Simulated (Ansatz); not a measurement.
ZnS:

```
CELL_PARAMETERS angstrom
0.00000 2.70200 2.70200
2.70200 0.00000 2.70200
2.70200 2.70200 0.00000
ATOMIC_POSITIONS crystal
Zn 0.75000 0.75000 0.75000
S 0.00000 0.00000 0.00000
```

Base run:

```yaml
Program: Ansatz 0.2.0
Functional: PBEsol
Potentials_or_basis: all-electron LAPW, scalar-relativistic
Cutoff: 281 eV
Density_cutoff: 1123 eV
Basis_error_allowed: 0.001 eV/atom
k_mesh: 9 × 9 × 9
Occupations: fermi-dirac, width 0.05 eV
Spin: no spin polarisation
```

Its results: band gap on the k mesh 1.98 eV, direct; pressure -2.0 GPa.

After a change of settings the same cell gave: band gap on the k mesh 1.86 eV, direct; pressure -4.5 GPa. Which change was it?
A. potentials or basis from all-electron LAPW, scalar-relativistic to all-electron PAW datasets made for the crystal; k mesh from 9 × 9 × 9 to 6 × 6 × 6
B. potentials or basis from all-electron LAPW, scalar-relativistic to all-electron PAW datasets made for the crystal
C. functional from PBEsol to revPBE
D. functional from PBEsol to LDA

D.

LDA binds more tightly than PBEsol, so the same cell stands under less pressure.

Not every run made on this cell is shown here.
